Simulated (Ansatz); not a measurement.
Set up this calculation in Ansatz 0.2.0, as the native input.

```yaml
Task: single point
Functional: HSE(alpha, omega)
Potentials_or_basis: all-electron PAW datasets made for the crystal
Cutoff: 270 eV (chosen from the basis error)
k_mesh: 4 × 4 × 4
Occupations: fermi-dirac, width 0.05 eV
Spin: no spin polarisation
Share_of_exact_exchange: 0.2
Screening_of_exact_exchange: 0.2 1/A
```

SnSe:

```xyz
2
Lattice="0.0000 3.0100 3.0100 3.0100 0.0000 3.0100 3.0100 3.0100 0.0000" Properties=species:S:1:pos:R:3 pbc="T T T"
Sn    0.0000    0.0000    0.0000
Se    3.0100    3.0100    3.0100
```

Measurements of this composition are mostly on another form, of space group No. 62.

These files were run (other wordings do the same):

input.yaml

```yaml
crystal:
  lattice:
    - [0.0, 3.01, 3.01]
    - [3.01, 0.0, 3.01]
    - [3.01, 3.01, 0.0]
  atoms:
    - { symbol: Sn, position: [0.0, 0.0, 0.0] }
    - { symbol: Se, position: [0.5, 0.5, 0.5] }
kpoints:
  mp_grid: { grid: [4, 4, 4] }
scf:
  occupations: { method: fermi_dirac, width: 0.05 }
hamiltonian:
  xc: { preset: hse06, exx: { coeff: 0.2, omega: 0.2 } }
  pseudopotentials: { kind: all_electron, datasets: crystal }
output:
  forces: true
  stress: true
```

Potentials or basis: all-electron PAW datasets made for the crystal.

Run with:

```sh
$ ansatz run input.yaml --threads 1 --pin off --max-ram 3072MiB --backend cpu --events-out ev --progress --plain --runs-dir out
```

It gave:

The pressure is -1.6 GPa and the band gap on the k mesh is 0.51 eV, direct.

Caveat: the k mesh is coarse (spacing up to 0.45 Å⁻¹), so the values aren't converged, least of all with exact exchange; the program warned that the printed levels may be off, so bands, gaps and densities of states are rough; spin-orbit coupling is left out, which moves the levels of the heavy elements.

Wall time 24 s on 1 thread of Arm Neoverse V2, with other jobs on the host, peak memory 0.58 GiB.
